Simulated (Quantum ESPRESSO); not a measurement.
# Os under changes of volume

One of the cells (13.982 Å³/atom); the others are scaled copies at fixed shape and fractional positions:

```
CELL_PARAMETERS angstrom
2.73410 0.00000 0.00000
-1.36705 2.36780 0.00000
0.00000 0.00000 4.31970
ATOMIC_POSITIONS crystal
Os 0.66667 0.33333 0.75000
Os 0.33333 0.66667 0.25000
```

* Program: Quantum ESPRESSO 7.5
* Functional: r2SCAN
* Potentials or basis: SG15 PBE 1.2
* Cutoff: 952 eV
* Density cutoff: 3810 eV
* k mesh: 8 × 8 × 4
* Occupations: fermi-dirac, width 0.05 eV
* Spin: no spin polarisation

```csv
volume (Å³/atom),energy over the lowest point (meV/atom),pressure (GPa)
13.143,83.33,32.3
13.423,37.08,20.7
13.703,9.99,10.4
13.982,0.00,1.1
14.262,5.27,-7.1
14.542,24.17,-14.5
14.821,?,?
```

Q: What does the run at 14.821 Å³/atom give?

A: Energy over the lowest point 55.20 meV/atom; pressure -21.1 GPa.

Worked out: A Birch-Murnaghan fit of order 3 (a polynomial in V^(-2/3)) to the other rows has its minimum at 14.02 Å³/atom with B0 = V·E''(V) = 431 GPa and B' = 4.6 at fixed shape and positions, which overstates the stiffness. It gives 55.17 meV/atom at 14.821 Å³/atom, against the run's 55.20, and -dE/dV = -21.0 GPa, against -21.1.

Energies are extrapolated to zero smearing.

Caveats: some runs use coarse meshes; the potentials were made for another functional, which shifts forces and pressure.
